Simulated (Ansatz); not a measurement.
## W: clamped-ion strain scan

Level of theory: DFT PBE, scalar-relativistic, plane waves, PAW in Ansatz 0.2.0. Settings: plane waves to 420 eV, k-mesh 26×26×26 (Γ-centred), Gaussian smearing 0.15 eV. Spin–orbit coupling is left out, which can shift energies with elements as heavy as these. No spin polarisation. Energies are free energies at this smearing, counted from the undisturbed cell; pressure is positive in compression.

Zero of the scan (relaxed at this level):

```
CELL_PARAMETERS angstrom
-1.59178 1.59178 1.59178
1.59178 -1.59178 1.59178
1.59178 1.59178 -1.59178
ATOMIC_POSITIONS crystal
W 0.00000 0.00000 0.00000
```

The cell is strained by ε times the Voigt pattern (0, 1, 0, 0, 0, 0) (xx, yy, zz, yz, xz, xy; engineering shear) with fractional coordinates fixed. The cell is metallic on the mesh throughout.

(ε, ΔE (meV/atom)): (-0.1000, 322.6), (-0.0750, 172.0), (-0.0500, 72.0), (-0.0250, 17.0), (0.0000, 0.0), (0.0250, 15.1), (0.0500, 57.2), (0.0750, 121.6), (0.0875, 160.8), (0.1000, 204.0)